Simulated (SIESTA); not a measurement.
Runs of SIESTA 5.4.2 on Mg. The cell holds a slab with vacuum, 5 atoms: a = 3.185 Å, b = 3.185 Å, c = 25.273 Å, α = 90.00°, β = 90.00°, γ = 120.00°. The slab is cut from a database's or a generator's crystal, which needn't be the stable form of the element.

| level | gap on the mesh (eV) | largest force (eV/Å) | work function (eV) |
| --- | --- | --- | --- |
| vdW-DF-cx | none | 0.28 | 3.94 |
| vdW-DF-C09 | none | (c) | 3.94 |
| PBE | none | 0.25 | (b) |
| vdW-DF2 | none | (a) | 3.90 |
| optB88-vdW | none | 0.24 | 3.92 |

Alike in all rows: task single point; potentials or basis PseudoDojo 0.4 standard (PBE files), DZP (energy shift 0.003 Ry; two zetas on semicore shells); no spin polarisation; cell as given; k mesh 10 × 10 × 1; smearing fermi-dirac 0.05 eV; grid cutoff 800 Ry; energy shift 0.003 Ry.

Question: Fill in the values left out.

Answer: (a) 0.27; (b) 3.91; (c) 0.23.

Caveats: the basis of atomic orbitals isn't converged, which shifts pressures, moduli and gaps; the potentials were made for another functional, which shifts forces and pressure (some runs).

A gap of «none» marks a metal or a gap under the smearing width.
